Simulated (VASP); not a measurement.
The system is MgH2.

```
Mg H
1.0
     0.00000    2.38107    2.38107
     2.38107    0.00000    2.38107
     2.38107    2.38107    0.00000
Mg H
1 2
Direct
  0.01200 0.98329 0.01151
  0.75196 0.75155 0.74745
  0.23603 0.26516 0.24103
```

The cell comes from a database or a generator and needn't be the stable form of this composition.

The cell isn't the ideal one: all atoms moved at random, sigma 0.02 Å a component.

* Program: VASP 6.6.1
* Task: relaxation of cell and atoms
* Functional: PBE
* Potentials or basis: VASP PAW PBE potentials, release 64 (Mg, H)
* Cutoff: 600 eV
* k mesh: 10 × 10 × 10
* Occupations: gaussian, width 0.05 eV
* Spin: no spin polarisation

At the start: pressure -0.1 GPa; volume 9.00 Å³/atom.

Question: Where does the relaxation end?

Answer: Over 6 steps the energy falls by 5.2 meV/atom and the volume is 8.93 Å³/atom (-0.8 %); space group Fm-3m (No. 225, to 0.05 Å).

The path:
```
step  energy change (eV)  largest force (eV/Å)  pressure (GPa)  volume (Å³)
   1              0.0000                0.2679           -0.13        27.00
   2             -0.0063                0.2067           -0.18        26.97
   3             -0.0152                0.0354           -0.14        26.89
   4             -0.0154                0.0258           -0.12        26.88
   5             -0.0155                0.0159           -0.02        26.83
   6             -0.0155                0.0056            0.08        26.79
```

Final structure:
```
Mg H
1.0
     0.00590    2.37109    2.37025
     2.38186   -0.00577    2.38192
     2.37300    2.37390    0.00310
Mg H
1 2
Direct
  0.00013 0.00022 0.99990
  0.75021 0.74976 0.75011
  0.24966 0.25002 0.24998
```
